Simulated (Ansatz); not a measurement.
# Sn (I4_1/amd) in Ansatz: further runs

Aim: see how the results for Sn move with the level of theory and the settings. Levels: RPBE, PBE. Tasks: single point.

Program: Ansatz 0.2.0. These are calculated values, not measurements. Logs are shortened: lines on timing, memory, paths and dates and some standing lists are left out, and cuts for length are marked.

## Step 1: Starting point

Symmetry: I4_1/amd, No. 141, tetragonal system. Conventional cell: a = 5.880 Å, b = 5.880 Å, c = 3.199 Å, α = 90.00°, β = 90.00°, γ = 90.00°. Sn (site symmetry -4m2) is surrounded by 6 Sn at 3.05 to 3.20 Å.

## Step 2: Single point, RPBE

Input file input.yaml:

```yaml
crystal:
  lattice:
    - [-2.9401404553, 2.9401404553, 1.5993019889]
    - [2.9401404553, -2.9401404553, 1.5993019889]
    - [2.9401404553, 2.9401404553, -1.5993019889]
  atoms:
    - { symbol: Sn, position: [0.0, 0.0, 0.0] }
    - { symbol: Sn, position: [0.75, 0.25, 0.5] }
kpoints:
  mp_grid: { grid: [9, 9, 9] }
scf:
  occupations: { method: gaussian, width: 0.1 }
hamiltonian:
  xc: rpbe
  pseudopotentials: { kind: all_electron, lapw: { basis_error: 0.001 } }
output:
  forces: true
  stress: true
  eigenvalues: true
```

Potentials or basis: all-electron LAPW, scalar-relativistic.

Run with:

```sh
$ ansatz run input.yaml --threads 1 --pin off --max-ram 3072MiB --backend cpu --events-out ev --progress --plain --runs-dir out
```

Standard output:

```text
Warning: RAYON_NUM_THREADS=1 ignored (pool sized by the plan → 1); use --threads N
LAPW: plane waves up to 7.377 Å⁻¹, error target 1.0e-3 eV per atom; small_component_spin mean_spin; Sn in spheres of 1.523 Å, 22 of its electrons in bands, Dirac shells [] (how accurate: hamiltonian.pseudopotentials.lapw.basis_error, Limitations)
Engine: ansatz 0.2.0, x86_64-unknown-linux-gnu
Pseudopotentials: kind: all_electron
Pseudopotential: Sn, LAPW, valence charge 22, lapw/all_electron/scalar/gaussian/Sn, Koelling and Harmon's equation, gaussian nucleus
Functional definition: RPBE
  parameter kappa = 0.804
  parameter beta = 0.06672455060314922
  exchange = rpbe_x(kappa = kappa, mu = beta*pi^2/3)
  correlation = pbe_c(beta = beta)
Crystal: 2 atoms, lattice volume = 55.300 Å³
Basis set: ecut = 207.32379895299763 eV, 383 PW (Γ), FFT grids on a1+a2, a2, a3, exchange–correlation at level 2
Bands: 27, of which v1, the nominal top of the filled ones, is band 22 counted from 1 (21 counted from 0)
Symmetry: 16 space group operations
Space group: I41/amd (ITA 141), of the structure as read, at distance tolerance 3.8e-5 Å
k-points: 75 of 729
Non-local potential: Sn, projectors of the file, none
Initial density: superposition of atomic densities (chi_scale 0.1, normalization cell)
Initial wavefunctions: plane waves of lowest kinetic energy (no species holds an atomic orbital)
Functional: x = rpbe, c = pbe(β = 0.06672455060314922)
iter 1 solved again at ethr=7.38e-5 eV; its pass at ethr=1.00e-1 eV (dr2=3.25e-2 eV) is discarded
SCF iter   1: F=—  HF=-336195.870650 eV  |F-HF|=—  |Δ(HF+E_count)|=         —  Δρ=9.36e-3  dr2=3.27e-2  ethr=7.38e-5  ⟨swp⟩=3.0  Hψ=13864  notcnv=0
preconditioner: auto → Kerker (q_TF=auto, 2.626 Å⁻¹)  [metal: Δε(μ)=0.031 eV  Ē_g=20.802 eV  σ=0.100 eV  W_gap=0.17  n_scr=16 (ndim 8)  ℏωp=26.4 eV  f_vac=0.000  D(μ)=1.03/eV (n_scr^D=4)]
SCF iter   2: F=—  HF=-336195.855567 eV  |F-HF|=—  |Δ(HF+E_count)|=   1.51e-2  Δρ=6.29e-3  dr2=1.70e-2  ethr=7.38e-5  ⟨swp⟩=2.0  Hψ=5988  notcnv=0
SCF iter   3: F=—  HF=-336195.859535 eV  |F-HF|=—  |Δ(HF+E_count)|=   3.97e-3  Δρ=3.41e-3  dr2=5.59e-3  ethr=3.85e-5  ⟨swp⟩=2.0  Hψ=5977  notcnv=0
SCF iter   4: F=—  HF=-336195.861547 eV  |F-HF|=—  |Δ(HF+E_count)|=   2.01e-3  Δρ=1.23e-3  dr2=9.26e-4  ethr=1.27e-5  ⟨swp⟩=2.0  Hψ=5977  notcnv=0
iter 5 solved again at ethr=9.72e-8 eV; its pass at ethr=2.10e-6 eV (dr2=4.28e-5 eV) is discarded
SCF iter   5: F=—  HF=-336195.861924 eV  |F-HF|=—  |Δ(HF+E_count)|=   3.76e-4  Δρ=2.28e-4  dr2=4.30e-5  ethr=9.72e-8  ⟨swp⟩=2.0  Hψ=10171  notcnv=0
SCF iter   6: F=—  HF=-336195.861936 eV  |F-HF|=—  |Δ(HF+E_count)|=   1.26e-5  Δρ=9.82e-5  dr2=8.44e-6  ethr=9.72e-8  ⟨swp⟩=2.7  Hψ=6064  notcnv=0
SCF iter   7: F=—  HF=-336195.861941 eV  |F-HF|=—  |Δ(HF+E_count)|=   5.10e-6  Δρ=2.43e-5  dr2=4.58e-7  ethr=1.92e-8  ⟨swp⟩=3.0  Hψ=6281  notcnv=0
SCF iter   8: F=-336195.861941 eV  HF=-336195.861941 eV  |F-HF|=1.46e-8  |Δ(HF+E_count)|=   1.78e-8  Δρ=6.69e-6  dr2=1.85e-8  ethr=1.04e-9  ⟨swp⟩=2.9  Hψ=6097  notcnv=0
SCF 1 converged in 8 iterations: F = -336195.861941 eV  dr2 = 1.85e-8
SCF converged after 8 iterations
Free energy (F): -336195.861941 eV
Harris-Foulkes:  -336195.861941 eV  (|F-HF|=1.46e-8)
Internal energy: -336195.856973 eV  (E = F + TS)
E sigma→0 (E₀):  -336195.859457 eV
Entropy (-TS):   -0.004968 eV (-2.484 meV/atom)
Fermi energy:    13.489819 eV
--- Per-component energies (eV) ---
  E_band       = -1413.857335
  E_kinetic    = 353589.593963
  E_xc         = -9013.060740
  E_electrostatic = -680772.390197  (all electrons and nuclei)
  E_smearing   = -0.004968  (= −TS)
  E_closure    = 0.000000  (closes the sum)
  E_atoms      = -336189.062048  (free atoms, spherical and without spin; not in F)
  Σ components = -336195.861941   (vs F -336195.861941, Δ=0.00e0)
  Basis errors (estimates in eV, not in F): energy 3.4e-4 per atom: plane waves 3.2e-4 (1.8e-4 summed), levels above the bands 0.0e0, relativity 6.7e-8, radial functions 1.7e-5, core shells 2.9e-9; eigenvalues (radial functions only) 5.7e-7; not estimated: angular momenta, meshes, grids; target (lapw.basis_error) 1.0e-3; muffin-tin radii Sn 1.523 Å
--- Forces (eV/Å), atoms counted from 1 ---
  atom   1  Sn    -0.00000000    -0.00000000     0.00000000
  atom   2  Sn    -0.00000000    -0.00000000     0.00000000
  max |Σ_I F_I| component: 1.30e-18 eV/Å
--- Stress (GPa, compression-positive) ---
        3.004680      -0.000000       0.000000
       -0.000000       3.004680       0.000000
        0.000000       0.000000       2.585362
  P = ⅓ Tr σ = 2.8649 GPa (28.649 kbar)
--- Band table (eV; the first three rows and the last of 75) ---
  k-point 0: bands = ["-116.0230", "-116.0222", "-71.8032", "-71.8030", "-71.7924", "-71.7924", "-71.7857", "-71.7857", "-8.2283", "-8.1499", "-8.1101", "-8.0976", "-7.9584", "-7.9584", "-7.9482", "-7.9482", "-7.8682", "-7.7629", "2.4874", "9.8178", "11.5325", "11.5325", "16.4328", "19.6206", "19.6206", "20.2428", "20.3530"]
  k-point 1: bands = ["-116.0229", "-116.0223", "-71.8032", "-71.8030", "-71.7922", "-71.7921", "-71.7859", "-71.7859", "-8.2186", "-8.1515", "-8.1040", "-8.1018", "-7.9630", "-7.9531", "-7.9457", "-7.9447", "-7.8739", "-7.7726", "2.5968", "8.9935", "11.6623", "12.1505", "16.9411", "18.6874", "19.0241", "20.2041", "20.3418"]
  k-point 2: bands = ["-116.0229", "-116.0223", "-71.8032", "-71.8031", "-71.7916", "-71.7915", "-71.7865", "-71.7864", "-8.1909", "-8.1550", "-8.1182", "-8.0794", "-7.9778", "-7.9412", "-7.9407", "-7.9343", "-7.8897", "-7.7989", "2.9251", "7.6574", "12.0483", "12.9767", "17.2678", "17.8409", "18.3545", "19.8903", "20.0550"]
  k-point 74: bands = ["-116.0226", "-116.0226", "-71.8031", "-71.8031", "-71.7929", "-71.7926", "-71.7854", "-71.7852", "-8.1622", "-8.1610", "-8.0008", "-7.9764", "-7.9759", "-7.9685", "-7.9548", "-7.9433", "-7.9384", "-7.9375", "5.6867", "6.0428", "8.8112", "9.1744", "18.5166", "18.5239", "22.0605", "22.5425", "25.0272"]
```

It took 18 s on 1 thread of Intel Xeon at 2.70GHz, shared host; peak memory 0.38 GiB.

Results:

| Property | Result |
| --- | --- |
| Free energy | -336195.8619 eV |
| Pressure | 2.9 GPa |
| Band gap on the k mesh | none (metal or under the smearing width) |

## Step 3: Single point, PBE

input.yaml, as its differences from that of step 2:

```diff
@@ -11,5 +11,5 @@
 scf:
-  occupations: { method: gaussian, width: 0.1 }
+  occupations: { method: gaussian, width: 0.025 }
 hamiltonian:
-  xc: rpbe
+  xc: pbe
   pseudopotentials: { kind: all_electron, lapw: { basis_error: 0.001 } }
```

Potentials or basis: all-electron LAPW, scalar-relativistic.

Run with:

```sh
$ ansatz run input.yaml --threads 1 --pin off --max-ram 3072MiB --backend cpu --events-out ev --progress --plain --runs-dir out
```

It took 18 s on 1 thread of Intel Xeon at 2.70GHz, shared host; peak memory 0.38 GiB.

Results (log left out):

```
Free energy            : -336178.7742 eV
Pressure               : 1.4 GPa
Band gap on the k mesh : none (metal or under the smearing width)
```

Stress tensor (GPa, compression positive):
```
1.53 0.00 0.00
0.00 1.53 0.00
0.00 0.00 1.22
```

Levels at points of the mesh, in eV from the Fermi level:
```tsv
k point	band 19	band 20	band 21	band 22	band 23	band 24	band 25	band 26
(0.00, 0.00, 0.00)	-11.00	-3.71	-1.94	-1.94	2.99	6.11	6.11	6.73
```
